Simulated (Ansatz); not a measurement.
GaN, NiAs type, relaxed with r2SCAN in the PAW code Ansatz: it is hexagonal, P6_3/mmc (No. 194); a = 2.967 Å, c = 5.033 Å in the conventional setting, 9.59 Å³ an atom. Around Ga lie 6 N at 2.13 Å and 2 Ga at 2.52 Å; around N lie 6 Ga at 2.13 Å. The primitive cell holds 4 atoms in 38.37 Å³. Non-magnetic throughout. Whether this structure exists isn't addressed.

Computed values: PBE gives a gap of 1.33 eV and PBE0 (25 % exact exchange) 3.37 eV; one over PBE's mean ε∞ is 0.115. HSE06+SOC (6×6×4) gives a least gap of 2.67 eV and a least direct gap of 3.06 eV.

(1) What is the density?

(2) Taking the gap as linear in the share of unscreened exchange, estimate the gap of the hybrid whose share is 1/ε∞.

(3) At what wavelength does absorption set in by HSE06+SOC, excitons left aside?

## Answers

(1) The cell holds 2 Ga, 2 N: M = 2×69.723 + 2×14.007 = 167.46 u in V = 38.37 Å³. ρ = 1.66054 × M/V = 1.66054 × 167.46/38.37 = 7.247 g/cm³, for the static r2SCAN lattice.

(2) The slope is (3.37 − 1.33)/0.25 = 8.16 eV per unit share, so E_g ≈ 1.33 + 8.16 × 0.115 = 2.27 eV. The run with that share gives 2.24 eV (6×6×4 mesh), -0.03 eV from the straight line.

(3) λ = 1239.84 eV nm/E: 464 nm for the least gap, where it needs phonons and is weak, and 405 nm for direct transitions.

Only the levels marked +SOC include spin-orbit coupling.

The meshes of the hybrids are coarse, so their gaps aren't converged to the digits shown.
